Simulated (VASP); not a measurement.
Here is a VASP 6.6.1 calculation.

The input INCAR:

```
PREC = Accurate ; ENCUT = 600
EDIFF = 1E-7 ; ISMEAR = 0
SIGMA = 0.03 ; LREAL = F
LASPH = T ; NELM = 80
ALGO = Normal ; ISIF = 2
LWAVE = F ; LCHARG = F
GGA = PE ; IVDW = 12
IBRION = 2 ; NSW = 40
EDIFFG = -0.01
```

Contents of KPOINTS:

```
Automatic mesh
0
Gamma
  8 8 8
```

The input POSCAR:

```
CaF2                                    
1.0
    0.0000000000      2.7905813840      2.7905813840
    2.7905813840      0.0000000000      2.7905813840
    2.7905813840      2.7905813840      0.0000000000
  Ca              F             
     1     2
Direct
     0.0000000000000000    0.0000000000000000    0.0000000000000000
     0.2500000000000000    0.2500000000000000    0.2500000000000000
     0.7500000000000000    0.7500000000000000    0.7500000000000000
```

Potentials or basis: VASP PAW PBE potentials, release 64 (Ca_sv, F).

Command:

```console
$ cat potpaw_PBE.64/Ca_sv/POTCAR potpaw_PBE.64/F/POTCAR > POTCAR
$ mpirun -np 1 vasp_std > vasp.out
```

(1) What does it give for the dispersion energy per atom?

(2) Estimate the band gap on the k mesh.

## Answers

(1) -0.147 eV.

(2) 6.91 eV, indirect (least direct gap 7.15 eV).

Caveat: the relaxation stopped at its first step, so nothing moved.
